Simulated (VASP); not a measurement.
# BaTiO₃, equation of state: which settings are enough?

BaTiO₃, Amm2 (no. 38), 5 atoms in the cell. PBE; PAW potentials Ba_sv, Ti_sv, O (PBE set). VASP 6.6.1.

Wanted: equilibrium volume within 0.2 %; bulk modulus within 1 %.

What the run is for: equation of state; Accuracy asked: standard.

The series start from Plane-wave cutoff (eV): 520; k-point mesh: 6 × 6 × 6; Volumes: 5 from 0.92 to 1.08; Precision mode (PREC): Accurate; Electronic threshold (eV): 1e-6; Aspherical gradient terms in the spheres (LASPH): yes; Start of each volume: each volume from scratch. Each series keeps the choices made before it, and each single choice may use up half of a tolerance. Times cover all steps of a run.

## Plane-wave cutoff (eV)

| Plane-wave cutoff (eV) | Equilibrium volume (Å³/atom) | Bulk modulus (GPa) | Time (s) |
|---|---|---|---|
| 320 | 13.19 | 163.2 | 18 |
| 400 | 13.19 | 158.9 | 28 |
| 460 | 13.2 | 159.1 | 30 |
| 520 | 13.2 | 159.3 | 45 |
| 600 | 13.2 | 159.3 | 43 |
| 700 | 13.19 | 159.4 | 53 |
| 840 (reference) | 13.19 | 159.5 | 76 |

Chosen: 400, the loosest value from which every tighter one stays within half of the tolerance.

## k-point mesh

| k-point mesh | Equilibrium volume (Å³/atom) | Bulk modulus (GPa) | Time (s) |
|---|---|---|---|
| 2 × 2 × 2 | 13.33 | 161.8 | 9.9 |
| 3 × 3 × 3 | 13.19 | 156.1 | 12 |
| 4 × 4 × 4 | 13.19 | 159.3 | 21 |
| 5 × 5 × 5 | 13.19 | 157.8 | 24 |
| 6 × 6 × 6 | 13.19 | 158.9 | 28 |
| 7 × 7 × 7 | 13.19 | 161.7 | 40 |
| 9 × 9 × 9 (reference) | 13.19 | 160.5 | 64 |

Chosen: 9 × 9 × 9; the next looser run is off by more than half of the tolerance, so convergence isn't shown beyond this value.

## Volumes

| Volumes | Equilibrium volume (Å³/atom) | Bulk modulus (GPa) | Time (s) |
|---|---|---|---|
| 5 from 0.88 to 1.12 | 13.19 | 159.8 | 59 |
| 5 from 0.92 to 1.08 | 13.19 | 160.5 | 64 |
| 7 from 0.91 to 1.09 (reference) | 13.19 | 159.7 | 76 |

Chosen: 5 from 0.88 to 1.12.

## Precision mode (PREC)

| Precision mode (PREC) | Equilibrium volume (Å³/atom) | Bulk modulus (GPa) | Time (s) |
|---|---|---|---|
| SingleN | 13.23 | 157.2 | 34 |
| Normal | 13.2 | 158.3 | 34 |
| Accurate (reference) | 13.19 | 159.8 | 59 |

Chosen: Accurate; the one before it in the list is off by more than half of the tolerance.

## Electronic threshold (eV)

| Electronic threshold (eV) | Equilibrium volume (Å³/atom) | Bulk modulus (GPa) | Time (s) |
|---|---|---|---|
| 0.001 | 13.19 | 159.7 | 40 |
| 0.0001 | 13.19 | 159.8 | 48 |
| 1e-5 | 13.19 | 159.8 | 52 |
| 1e-6 | 13.19 | 159.8 | 59 |
| 1e-7 (reference) | 13.19 | 159.8 | 60 |

Chosen: 0.001.

## Aspherical gradient terms in the spheres (LASPH)

| Aspherical gradient terms in the spheres (LASPH) | Equilibrium volume (Å³/atom) | Bulk modulus (GPa) | Time (s) |
|---|---|---|---|
| yes | 13.19 | 159.7 | 40 |
| no | 13.19 | 159.7 | 38 |

Chosen: yes; no other choice that stays within half of the tolerance saves 30 % of the time.

## Start of each volume

| Start of each volume | Equilibrium volume (Å³/atom) | Bulk modulus (GPa) | Time (s) |
|---|---|---|---|
| each volume from scratch | 13.19 | 159.7 | 40 |
| orbitals of the volume before (WAVECAR) | 13.19 | 159.8 | 30 |

Chosen: each volume from scratch.

## All choices together

| Input | Equilibrium volume (Å³/atom) | Bulk modulus (GPa) | Time (s) |
|---|---|---|---|
| the program's defaults (naive) | 13.2 | 157.8 | 8.6 |
| chosen settings | 13.19 | 159.7 | 40 |
| reference settings throughout | 13.19 | 159.5 | 273 |

The chosen settings stay within the tolerance of the reference run, but the reference itself isn't shown to be converged in: k-point mesh.

## The input

INCAR:
```
SYSTEM = BaTiO3
  ALGO = Normal
  EDIFF = 0.001
  EFERMI = MIDGAP
  ENCUT = 400
  GGA = PE
  GGA_COMPAT = .False.
  ISIF = 2
  ISMEAR = 0
  KPAR = 8
  LASPH = .True.
  LCHARG = .False.
  LREAL = .False.
  LWAVE = .False.
  NELM = 120
  NSW = 0
  PREC = Accurate
  SIGMA = 0.03
```

KPOINTS:
```
Automatic mesh
0
Gamma
  9 9 9
  0 0 0
```

POSCAR.step1:
```
BaTiO3
1.0
    3.8192407681      0.0000000000      0.0000000000
    0.0000000000      2.7185557985      2.7264616413
    0.0000000000     -2.7185557985      2.7264616413
Ba Ti O
1 1 3
Direct
    0.0000000000      0.0000000000      0.0000000000
    0.5000000000      0.5124000000      0.5124000000
    0.5000000000      0.9918400000      0.5052400000
    0.5000000000      0.5052400000      0.9918400000
    0.0000000000      0.4874000000      0.4874000000
```

POSCAR.step2:
```
BaTiO3
1.0
    3.9041404363      0.0000000000      0.0000000000
    0.0000000000      2.7789878318      2.7870694172
    0.0000000000     -2.7789878318      2.7870694172
Ba Ti O
1 1 3
Direct
    0.0000000000      0.0000000000      0.0000000000
    0.5000000000      0.5124000000      0.5124000000
    0.5000000000      0.9918400000      0.5052400000
    0.5000000000      0.5052400000      0.9918400000
    0.0000000000      0.4874000000      0.4874000000
```

POSCAR.step3:
```
BaTiO3
1.0
    3.9855000000      0.0000000000      0.0000000000
    0.0000000000      2.8369000000      2.8451500000
    0.0000000000     -2.8369000000      2.8451500000
Ba Ti O
1 1 3
Direct
    0.0000000000      0.0000000000      0.0000000000
    0.5000000000      0.5124000000      0.5124000000
    0.5000000000      0.9918400000      0.5052400000
    0.5000000000      0.5052400000      0.9918400000
    0.0000000000      0.4874000000      0.4874000000
```

POSCAR.step4:
```
BaTiO3
1.0
    4.0636669038      0.0000000000      0.0000000000
    0.0000000000      2.8925396159      2.9009514217
    0.0000000000     -2.8925396159      2.9009514217
Ba Ti O
1 1 3
Direct
    0.0000000000      0.0000000000      0.0000000000
    0.5000000000      0.5124000000      0.5124000000
    0.5000000000      0.9918400000      0.5052400000
    0.5000000000      0.5052400000      0.9918400000
    0.0000000000      0.4874000000      0.4874000000
```

POSCAR.step5:
```
BaTiO3
1.0
    4.1389370486      0.0000000000      0.0000000000
    0.0000000000      2.9461173035      2.9546849188
    0.0000000000     -2.9461173035      2.9546849188
Ba Ti O
1 1 3
Direct
    0.0000000000      0.0000000000      0.0000000000
    0.5000000000      0.5124000000      0.5124000000
    0.5000000000      0.9918400000      0.5052400000
    0.5000000000      0.5052400000      0.9918400000
    0.0000000000      0.4874000000      0.4874000000
```

Commands (each step's output is kept before the next begins):
```
cat potpaw_PBE.64/Ba_sv/POTCAR potpaw_PBE.64/Ti_sv/POTCAR potpaw_PBE.64/O/POTCAR > POTCAR
cp POSCAR.step1 POSCAR
mpirun -np 8 vasp_std > vasp.out
cp POSCAR.step2 POSCAR
mpirun -np 8 vasp_std > vasp.out
cp POSCAR.step3 POSCAR
mpirun -np 8 vasp_std > vasp.out
cp POSCAR.step4 POSCAR
mpirun -np 8 vasp_std > vasp.out
cp POSCAR.step5 POSCAR
mpirun -np 8 vasp_std > vasp.out
```

Limits: Every volume keeps the cell's shape and the atoms' fractional positions, so the modulus is that of a clamped cell, stiffer than the relaxed one, above all in layered crystals.

The chosen input took VASP 6.6.1 40 s on 8 cores (Intel Xeon 6975P-C (Granite Rapids)), a shared host.

## An input that fails: cutoff far too low

It runs to its end, but against the unchanged starting input it is off by 2.1 % in the equilibrium volume, 31 % in the bulk modulus.

Changes against the starting input:
```
(all steps)
- PREC = Accurate
- NELM = 120
- ENCUT = 520
+ PREC = Low
+ NELM = 80
+ ENCUT = 240
```
